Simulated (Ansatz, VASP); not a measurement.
**AlN in VASP and in Ansatz**

Contents of INCAR:

```
SYSTEM = AlN
  ALGO = Normal
  EDIFF = 1E-6
  ENCUT = 520
  GGA = PE
  ISIF = 2
  ISMEAR = 0
  LASPH = .True.
  LCHARG = .True.
  LELF = .True.
  LREAL = .False.
  LVHAR = .True.
  LWAVE = .False.
  NBANDS = 16
  NELM = 80
  PREC = Accurate
  SIGMA = 0.05
```

The input KPOINTS:

```
k-points
0
Gamma
  8 8 6
  0 0 0
```

The input POSCAR:

```
AlN
1.0
    0.0000000000     -2.0353166207     -2.0353166207
    0.0000000000      2.0353166207     -2.0353166207
    4.0706332413      0.0000000000      0.0000000000
Al N
2 2
Direct
    0.5173928713      0.4826071287      0.0000000000
   -0.0173928713      0.0173928713      0.5000000000
    0.4936900135      0.5063099865      0.5000000000
    0.0063099865      0.9936900135      0.0000000000
```

Input for Ansatz:

```yaml
crystal:
  lattice:
    - [0.0, -2.0353166207, -2.0353166207]
    - [0.0, 2.0353166207, -2.0353166207]
    - [4.0706332413, 0.0, 0.0]
  atoms:
    - { symbol: Al, position: [0.5173928713, 0.4826071287, 0.0] }
    - { symbol: Al, position: [-0.0173928713, 0.0173928713, 0.5] }
    - { symbol: "N", position: [0.4936900135, 0.5063099865, 0.5] }
    - { symbol: "N", position: [0.0063099865, 0.9936900135, 0.0] }
basis:
  ecutwfc: 520.0
kpoints:
  mp_grid: { grid: [8, 8, 6] }
hamiltonian:
  xc: pbe
  pseudopotentials: { kind: paw }
scf:
  occupations: { method: gaussian, width: 0.05 }
output:
  forces: true
  stress: true
  eigenvalues: true
```

Change from the starting cell: mode 4 frozen in at -0.071 Å, equal normal strain along x, y and z +0.0000.

Alike in both runs: task single point; functional PBE; k mesh 8 × 8 × 6; occupations gaussian, width 0.05 eV; no spin polarisation.

```csv
,VASP,Ansatz
version,VASP 6.6.1,Ansatz 0.2.0
potentials or method,"VASP PAW PBE potentials, release 64 (Al, N)","scalar-relativistic, plane waves, PAW"
plane-wave cutoff (eV),520,520
valence electrons in the cell,16,16
```

|  | VASP | Ansatz | Ansatz less VASP |
| --- | --- | --- | --- |
| gap on the k mesh at the Fermi level (eV) | 4.38 | 4.41 | +0.023 |
| least direct gap on the mesh (eV) | 4.41 | 4.44 | +0.023 |
| pressure (GPa) | 0.1 | 0.5 | +0.32 |
| largest component of the traceless stress (GPa) | 0.77 | 0.77 | -0.002 |
| rms of the force components (eV/Å) | 0.300 | 0.300 | +0.0002 |

Atom by atom the forces differ by 0.000 eV/Å (rms over components). The functional is the same, so the differences come from potentials, cutoffs and numerics.

A k mesh can miss the band edges.
